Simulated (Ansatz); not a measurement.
# ZnS (F-43m) in Ansatz: further runs

Runs on ZnS. Level: PBE. Tasks: single point.

All numbers are computed with Ansatz 0.2.0; they aren't measurements. Logs are shortened: lines on timing, memory, paths and dates and some standing lists are left out, and cuts for length are marked.

**The experiment to reproduce.**

“Electronic, vibrational, and thermodynamic properties of ZnS (zincblende and rocksalt structure)”, 2009, arxiv:0911.5022 quotes, for a bulk crystal of ZnS at 19 K: band gap 3.85 eV (direct).

The results are compared with them further down.

## (1) The structure

The structure is cubic, space group F-43m (No. 216). The conventional cell has a = 5.404 Å, b = 5.404 Å, c = 5.404 Å, α = 90.00°, β = 90.00°, γ = 90.00°. Zn (site symmetry -43m) has 4 S at 2.34 Å as nearest neighbours. S (site symmetry -43m) has 4 Zn at 2.34 Å as nearest neighbours.

## (2) Single point, PBE

input.yaml reads:

```yaml
crystal:
  lattice:
    - [0.0, 2.702, 2.702]
    - [2.702, 0.0, 2.702]
    - [2.702, 2.702, 0.0]
  atoms:
    - { symbol: Zn, position: [0.75, 0.75, 0.75] }
    - { symbol: S, position: [0.0, 0.0, 0.0] }
kpoints:
  mp_grid: { grid: [9, 9, 9] }
scf:
  occupations: { method: fermi_dirac, width: 0.05 }
hamiltonian:
  xc: pbe
  pseudopotentials: { kind: all_electron, datasets: crystal }
output:
  forces: true
  stress: true
  eigenvalues: true
```

Potentials or basis: all-electron PAW datasets made for the crystal.

Command:

```sh
> ansatz run input.yaml --threads 1 --pin off --max-ram 3072MiB --backend cpu --events-out ev --progress --plain --runs-dir out
```

What it wrote:

```text
Warning: RAYON_NUM_THREADS=1 ignored (pool sized by the plan → 1); use --threads N
hamiltonian.pseudopotentials.datasets: crystal makes datasets for this crystal and solves the spheres of its atoms anew in each pass: cutoff 280.0 eV, the density's 1120.0 eV; for an error of 0.50 meV an atom under PBE, 1.0 meV for the cell; an energy difference from a run of another recipe may be off by several times the error for the cell, under r2SCAN by more, where some 0.1 meV an atom stays at smaller errors; S in spheres of 1.064 Å, 6 of its electrons in bands; Zn in spheres of 1.270 Å, 12 of its electrons in bands, 8 on its site; only band paths and densities of states list, in semicore columns, the levels of the semicore shells that are solved separately: 3s of Zn, 3p of Zn
Engine: ansatz 0.2.0, aarch64-unknown-linux-gnu
Pseudopotentials: kind: all_electron
Pseudopotential: Zn, paw, valence charge 20, recommended cutoff 280 eV (normal), crystal/all_electron/pbe/scalar/gaussian/Zn, Koelling and Harmon's equation, gaussian nucleus
Pseudopotential: S, paw, valence charge 6, recommended cutoff 280 eV (normal), crystal/all_electron/pbe/scalar/gaussian/S, Koelling and Harmon's equation, gaussian nucleus
Functional definition: PBE
  parameter kappa = 0.804
  parameter beta = 0.06672455060314922
  exchange = pbe_x(kappa = kappa, mu = beta*pi^2/3)
  correlation = pbe_c(beta = beta)
Crystal: 2 atoms, lattice volume = 39.454 Å³
Basis set: ecut = 280 eV, 411 PW (Γ), exchange–correlation on 48×48×48 points (8 copies of the dense FFT grid, shifted against one another)
Bands: 13, of which v1, the nominal top of the filled ones, is band 9 counted from 1 (8 counted from 0)
Symmetry: 24 space group operations
Space group: F-43m (ITA 216), of the structure as read, at distance tolerance 3.4e-5 Å
k-points: 35 of 729 (time reversal used)
Non-local potential: Zn, projectors of the file, l = 0: 1, l = 1: 1, l = 2: 2
Non-local potential: S, projectors of the file, l = 0: 1, l = 1: 1, l = 2: 2
PAW form: soft (Blöchl's): semilocal exchange-correlation on the pseudo side does not see the compensation charge
PAW one-centre angular grid: Zn, 590 points (default); XC on its mesh's 1897 points in the sphere
PAW one-centre angular grid: S, 110 points (default); XC on its mesh's 1903 points in the sphere
Initial density: superposition of atomic densities (neutral atoms: chi_scale 0, normalization atom)
Initial wavefunctions: pseudopotential atomic-orbital guess
Functional: x = pbe(κ = 0.804, μ = 0.2195149727645171), c = pbe(β = 0.06672455060314922)
iter 1 solved again at ethr=7.15e-3 eV; its pass at ethr=1.00e-1 eV (dr2=1.29e0 eV) is discarded
SCF iter   1: F=—  HF=-59737.682735 eV  |F-HF|=—  |Δ(HF+E_count)|=         —  Δρ=4.41e-2  dr2=1.27e0  ethr=7.15e-3  ⟨swp⟩=2.0  Hψ=2520  notcnv=0
preconditioner: auto → none  [insulator: Δε(μ)=2.349 eV  Ē_g=11.605 eV  σ=0.050 eV  W_gap=1.00  n_scr=14 (ndim 8)  ℏωp=25.1 eV  f_vac=0.000  D(μ)=0.00/eV (n_scr^D=0)  ε∞_Penn≈5.7]
iter 2 solved again at ethr=4.51e-4 eV; its pass at ethr=7.07e-3 eV (dr2=8.13e-2 eV) is discarded
SCF iter   2: F=—  HF=-59737.360692 eV  |F-HF|=—  |Δ(HF+E_count)|=   3.22e-1  Δρ=1.77e-2  dr2=8.20e-2  ethr=4.51e-4  ⟨swp⟩=2.1  Hψ=2064  notcnv=0
SCF iter   3: F=—  HF=-59737.337449 eV  |F-HF|=—  |Δ(HF+E_count)|=   2.32e-2  Δρ=9.39e-3  dr2=2.80e-2  ethr=4.51e-4  ⟨swp⟩=3.0  Hψ=1326  notcnv=0
SCF iter   4: F=—  HF=-59737.334757 eV  |F-HF|=—  |Δ(HF+E_count)|=   2.69e-3  Δρ=3.99e-3  dr2=5.17e-3  ethr=1.56e-4  ⟨swp⟩=3.0  Hψ=1378  notcnv=0
SCF iter   5: F=—  HF=-59737.331798 eV  |F-HF|=—  |Δ(HF+E_count)|=   2.96e-3  Δρ=8.97e-4  dr2=2.49e-4  ethr=2.87e-5  ⟨swp⟩=3.0  Hψ=971  notcnv=0
SCF iter   6: F=—  HF=-59737.332998 eV  |F-HF|=—  |Δ(HF+E_count)|=   1.20e-3  Δρ=1.66e-4  dr2=5.90e-6  ethr=1.38e-6  ⟨swp⟩=3.0  Hψ=1358  notcnv=0
SCF iter   7: F=—  HF=-59737.333004 eV  |F-HF|=—  |Δ(HF+E_count)|=   5.69e-6  Δρ=5.85e-5  dr2=1.08e-6  ethr=3.28e-8  ⟨swp⟩=3.0  Hψ=1049  notcnv=0
SCF iter   8: F=—  HF=-59737.333003 eV  |F-HF|=—  |Δ(HF+E_count)|=   5.32e-7  Δρ=1.31e-5  dr2=4.09e-8  ethr=6.01e-9  ⟨swp⟩=3.0  Hψ=1010  notcnv=0
SCF iter   9: F=-59737.333003 eV  HF=-59737.333003 eV  |F-HF|=4.86e-9  |Δ(HF+E_count)|=   2.36e-9  Δρ=2.80e-6  dr2=1.76e-9  ethr=2.27e-10  ⟨swp⟩=3.0  Hψ=1081  notcnv=0
SCF 1 converged in 9 iterations: F = -59737.333002 eV  dr2 = 1.76e-9
  Residual-converged pass: ⟨swp⟩=2.2  Hψ=775  notcnv=0  max |occ|·‖R‖ = 4.7e-6 eV (tolerance 5.3e-6 eV)  dr2=1.77e-9  dr2_onsite=1.13e-8  max |Δocc| = 1.6e-14
SCF converged after 9 iterations
Free energy (F): -59737.333002 eV
Harris-Foulkes:  -59737.333002 eV  (|F-HF|=4.86e-9)
Internal energy: -59737.333002 eV  (E = F + TS)
E sigma→0 (E₀):  -59737.333002 eV
Past the cutoff: the bands carry plane waves up to 1.75 times it, of which those up to 1.5 times it add -0.000282 eV an atom, each by itself; the spheres take 0.000300 eV an atom off the energy for waves past 1.75 times it
By the cutoff:   a pressure is off by up to 0.007 GPa (1.2 times the spheres' own share and the shells' term, over an atom's volume, and 0.004 GPa: a bound that held against runs at twice the plane waves)
Past the cutoffs: a stress includes 0.0024 GPa for waves and charges beyond them, in addition to the slope of what the spheres take
In the spheres:  the bands' charges fall short by 2.6e-6 e at most (sound up to 1e-3), those of shells solved beside the bands by 2.0e-8 e (sound up to 5e-4)
Fermi energy:    8.407195 eV
--- Per-component energies (eV) ---
  E_band       = 32.550139
  E_kinetic    = 180.622045
  E_local      = -4103.723521  (includes V_loc(G=0)·N_el)
  E_nonlocal   = -106.509323
  E_hartree    = 2017.489458
  E_xc         = -101.376141
  E_vxc        = -129.720819  (∫ρ·V_xc dr)
  E_paw        = -62520.900541  (= ΣΔE_a)
  E_vpaw       = -7659.882574  (= ΣTr[D̂ρ^β])
  E_ewald      = -2919.717972
  E_smearing   = -0.000000  (= −TS)
  E_closure    = 7816.782993  (closes the sum)
  Σ components = -59737.333002   (vs F -59737.333002, Δ=0.00e0)
  The terms above E_closure are by the made datasets' own strengths, without shells solved beside the bands.
--- Forces (eV/Å), atoms counted from 1 ---
  atom   1  Zn     0.00000000     0.00000000     0.00000000
  atom   2  S     -0.00000000     0.00000000     0.00000000
  max |Σ_I F_I| component: 1.06e-16 eV/Å
--- Stress (GPa, compression-positive) ---
        1.606724       0.000000      -0.000000
       -0.000000       1.606724       0.000000
       -0.000000       0.000000       1.606724
  P = ⅓ Tr σ = 1.6067 GPa (16.067 kbar)
  It holds what live shells' own plane waves past their cutoff add
--- Band table (eV; the first three rows and the last of 35) ---
  k-point 0: bands = ["-5.8292", "0.9761", "0.9761", "0.9761", "1.4753", "1.4753", "7.3104", "7.3104", "7.3104", "9.4230", "13.6831"]
  k-point 1: bands = ["-5.7363", "0.9765", "0.9930", "0.9930", "1.4739", "1.4739", "6.3799", "7.1921", "7.1921", "10.1282", "13.5906"]
  k-point 2: bands = ["-5.4856", "1.0050", "1.0327", "1.0327", "1.4750", "1.4750", "4.8590", "6.9175", "6.9175", "10.7468", "13.9867"]
  k-point 34: bands = ["-4.6086", "1.1058", "1.2382", "1.4001", "1.4625", "1.8252", "2.7613", "4.4196", "4.9424", "12.8816", "13.2159"]
```

Run time: 6.5 s. Hardware: 1 thread of Arm Neoverse V2, shared host; peak memory 0.47 GiB.

Results:

| Quantity | Value |
| --- | --- |
| Free energy | -59737.3330 eV |
| Pressure | 1.6 GPa |
| Band gap on the k mesh | 2.11 eV, direct |

## (3) Single point, PBE

input.yaml: that of step 2 with these lines changed.

```diff
@@ -14,3 +14,6 @@
   xc: pbe
-  pseudopotentials: { kind: all_electron, datasets: crystal }
+  pseudopotentials:
+    kind: all_electron
+    lapw: { basis_error: 0.001 }
+    dirac_shells: { S: ["2p"], Zn: ["2p"] }
 output:
```

Potentials or basis: all-electron LAPW, inner shells corrected to Dirac's equation.

Command:

```sh
> ansatz run input.yaml --threads 1 --pin off --max-ram 3072MiB --backend cpu --events-out ev --progress --plain --runs-dir out
```

Run time: 10 s. Hardware: 1 thread of Arm Neoverse V2, shared host; peak memory 0.27 GiB.

Results (log left out):

| Quantity | Value |
| --- | --- |
| Free energy | -59738.9161 eV |
| Pressure | 1.6 GPa |
| Band gap on the k mesh | 2.11 eV, direct |

Levels at points of the mesh, in eV from the valence-band top:
```tsv
k point	band 14	band 15	band 16	band 17	band 18	band 19	band 20	band 21
(0.00, 0.00, 0.00)	-5.84	0.00	0.00	0.00	2.11	6.37	6.37	6.37
```

## (4) Comparison with measurements

Step 2. Against the measured gap of ZnS, 3.85 eV (direct; 19 K; quoted in “Electronic, vibrational, and thermodynamic properties of ZnS (zincblende and rocksalt structure)”, 2009, arxiv:0911.5022), the calculated 2.11 eV is off by -1.74 eV. The value is that of PBE, without temperature or zero-point motion. Semilocal functionals fall short of measured gaps as a rule.

Step 3. A measured gap of ZnS is 3.85 eV (direct; 19 K; quoted in “Electronic, vibrational, and thermodynamic properties of ZnS (zincblende and rocksalt structure)”, 2009, arxiv:0911.5022); the calculated 2.11 eV misses it by -1.74 eV. The value is that of PBE, without temperature or zero-point motion. Semilocal functionals fall short of measured gaps as a rule.
